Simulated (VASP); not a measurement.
CaS:

```
CELL_PARAMETERS angstrom
0.00000 2.85237 2.85237
2.85237 0.00000 2.85237
2.85237 2.85237 0.00000
ATOMIC_POSITIONS crystal
Ca 0.00000 0.00000 0.00000
S 0.50000 0.50000 0.50000
```

The cell comes from a database or a generator and needn't be the stable form of this composition.

| Quantity | Value |
| --- | --- |
| Program | VASP 6.6.1 |
| Task | relaxation of cell and atoms |
| Functional | PBEsol |
| Potentials or basis | VASP PAW PBE potentials, release 64 (Ca_sv, S) |
| Cutoff | 600 eV |
| k mesh | 8 × 8 × 8 |
| Occupations | gaussian, width 0.02 eV |
| Spin | no spin polarisation |

At the start: pressure -1.9 GPa; volume 23.21 Å³/atom.

Problem. Where does the relaxation end?

Solution. Over 3 steps the energy falls by 4.9 meV/atom and the volume is 22.43 Å³/atom (-3.3 %); space group Fm-3m (No. 225, to 0.05 Å).

Step by step:
| step | energy change (eV) | largest force (eV/Å) | pressure (GPa) | volume (Å³) |
| --- | --- | --- | --- | --- |
| 1 | 0.0000 | 0.0000 | -1.95 | 46.41 |
| 2 | -0.0093 | 0.0000 | 0.45 | 44.54 |
| 3 | -0.0097 | 0.0000 | 0.00 | 44.86 |

Final structure:
```
Ca S
1.0
     0.00000    2.82024    2.82024
     2.82024    0.00000    2.82024
     2.82024    2.82024    0.00000
Ca S
1 1
Direct
  0.00000 0.00000 0.00000
  0.50000 0.50000 0.50000
```

Caveat: the PAW data sets were made with another functional, which shifts forces and pressure a little.
